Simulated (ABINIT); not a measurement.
# Ag in ABINIT: convergence with k mesh

Crystal: Ag.

```
CELL_PARAMETERS angstrom
-1.65565 1.65565 1.65565
1.65565 -1.65565 1.65565
1.65565 1.65565 -1.65565
ATOMIC_POSITIONS crystal
Ag 0.00000 0.00000 0.00000
```

This isn't the form of Ag at room conditions, which is fcc.

```yaml
Program: ABINIT 10.8.3 (patched build)
Task: single point
Functional: PBEsol
Potentials_or_basis: JTH PAW PBE v2.0
Cutoff: 463 eV
k_mesh: 2 × 2 × 2
Occupations: methfessel-paxton, width 0.1 eV
Spin: no spin polarisation
```

These are the settings of the first run; the series varies k mesh, with any setting tied to it.

Hardware: 1 thread of Arm Neoverse V2, with other jobs on the host.

| k mesh | energy less the tightest run (meV/atom) | pressure (GPa) | SCF cycles | CPU time (s) | peak memory (GiB) |
| --- | --- | --- | --- | --- | --- |
| 2 × 2 × 2 | 2069.66 | 12.84 | 8 | 2.9 | 0.08 |
| 3 × 3 × 3 | -359.69 | -10.71 | 8 | 3 | 0.08 |
| 5 × 5 × 5 | -20.79 | -7.64 | 8 | 3.5 | 0.08 |
| 7 × 7 × 7 | -18.43 | -7.18 | 9 | 4.6 | 0.08 |
| 8 × 8 × 8 | 43.50 | -7.35 | 9 | 5.2 | 0.09 |
| 10 × 10 × 10 | 22.60 | -7.03 | 9 | 6.7 | 0.09 |
| 12 × 12 × 12 | 9.12 | -6.75 | 9 | 8.7 | 0.09 |
| 14 × 14 × 14 | 2.74 | -6.83 | 8 | 10 | 0.1 |
| 16 × 16 × 16 | 0.00 | -6.94 | 9 | 14 | 0.11 |

Not settled before the last step: the energy (to 1 meV/atom), the pressure (to 0.1 GPa). Meshes of other sizes hit other points, so gaps and Fermi surfaces needn't settle smoothly. The tightest run that finished is the yardstick and may itself not be fully converged.

Caveat, for the tightest run too: the PAW data sets were made with another functional, which shifts forces and pressure a little.
